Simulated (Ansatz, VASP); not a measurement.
# Two plane-wave programs on ZrO2

```xyz
3
Lattice="0.0000 2.5950 2.5950 2.5950 0.0000 2.5950 2.5950 2.5950 0.0000" Properties=species:S:1:pos:R:3 pbc="T T T"
Zr    0.0000    0.0000    0.0000
O     3.8925    3.8925    3.8925
O     1.2975    1.2975    1.2975
```

Change from the starting cell: volume scaled by 1.06.

Alike in both runs: task single point; functional PBE; k mesh 9 × 9 × 9; occupations fermi-dirac, width 0.05 eV; no spin polarisation.

|  | VASP | Ansatz |
| --- | --- | --- |
| version | VASP 6.6.1 | Ansatz 0.2.0 |
| potentials or method | VASP PAW PBE potentials, release 64 (Zr_sv, O) | Ansatz PAW |
| plane-wave cutoff (eV) | 520 | 420 |
| valence electrons in the cell | 24 | 24 |

```tsv
	VASP	Ansatz	Ansatz less VASP
gap on the k mesh at the Fermi level (eV)	3.24	3.24	+0.008
least direct gap on the mesh (eV)	3.70	3.71	+0.007
pressure (GPa)	-9.0	-9.3	-0.27
```

Caveats: an odd mesh through Γ misses points on the zone boundary, where band edges often lie (VASP); odd divisions of the mesh miss points on the zone boundary, where band edges often lie, so the gap on the mesh can be too wide (Ansatz); the pressure holds a Pulay correction of +0.6 GPa for the finite cutoff (Ansatz).
